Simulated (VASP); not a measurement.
## InP: single point with PBEsol

**Measured values to compare with.**

From a printed reference work, data compilation, for a bulk crystal of InP at 1.6 K: band gap 1.4236 eV (direct).

InP:

```xyz
2
Lattice="0.0000 2.9305 2.9305 2.9305 0.0000 2.9305 2.9305 2.9305 0.0000" Properties=species:S:1:pos:R:3 pbc="T T T"
In    0.0000    0.0000    0.0000
P     4.3957    4.3957    4.3957
```

```
Program                : VASP 6.6.1
Task                   : single point
Functional             : PBEsol
Potentials or basis    : VASP PAW PBE potentials, release 64 (In, P)
Cutoff                 : 500 eV
k mesh                 : 8 × 8 × 8
Occupations            : gaussian, width 0.02 eV
Spin                   : no spin polarisation
Further INCAR settings : ALGO = Normal; EDIFF = 1.00e-06; NBANDS = 11
```

- Pressure: 2.6 GPa
- Band gap on the k mesh: 0.68 eV, direct

Levels at points of the mesh, in eV from the valence-band top:
```
           k point  band 1  band 2  band 3  band 4  band 5  band 6  band 7  band 8
(0.00, 0.00, 0.00)  -11.52    0.00    0.00    0.00    0.68    4.07    4.07    4.07
(0.50, 0.00, 0.00)   -9.98   -5.76   -0.98   -0.98    1.46    4.78    4.78    6.95
(0.50, 0.50, 0.00)   -9.34   -5.78   -2.34   -2.34    1.65    2.21    9.11    9.57
```

Run time: 14 s on 1 thread of AMD EPYC 9R14 (Zen 4), on a shared host, peak memory 0.14 GiB.

A measured gap of InP is 1.4236 eV (direct; 1.6 K; a printed reference work, data compilation); the calculated 0.68 eV misses it by -0.74 eV. Spin-orbit coupling on In is left out. The value is that of PBEsol, without temperature or zero-point motion. Semilocal functionals fall short of measured gaps as a rule.

Caveat: the PAW data sets were made with another functional, which shifts forces and pressure a little; spin-orbit coupling is left out, which moves the levels of the heavy elements.
